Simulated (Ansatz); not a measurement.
A run of Ansatz 0.2.0:

Contents of input.yaml:

```yaml
crystal:
  lattice:
    - [2.5539396017, 0.0, 0.0]
    - [-1.2769698009, 2.2117765748, 0.0]
    - [0.0, 0.0, 4.226855]
  atoms:
    - { symbol: "N", position: [0.3333333333, 0.6666666667, 0.125276] }
    - { symbol: "N", position: [0.6666666667, 0.3333333333, 0.625276] }
    - { symbol: B, position: [0.3333333333, 0.6666666667, 0.499724] }
    - { symbol: B, position: [0.6666666667, 0.3333333333, 0.999724] }
hamiltonian:
  xc: pbesol
  pseudopotentials: { kind: paw }
kpoints:
  mp_grid: { grid: [12, 12, 6] }
scf:
  occupations: { method: fixed }
output:
  eigenvalues: true
dielectric:
  method: response
```

Potentials or basis: Ansatz PAW.

Command:

```console
$ ansatz run input.yaml --threads 2 --pin off --max-ram 5632MiB --backend cpu --events-out ev --progress --plain --runs-dir out
```

Hardware: 2 threads of Arm Neoverse V2, with other jobs on the host.

Problem. How long does it take, and how much memory?

Solution. Run time: 31 s on 2 threads of Arm Neoverse V2 (shared host), peak memory 0.54 GiB. Counts: scf iterations 11, plane waves 465, k points 242, bands 12.
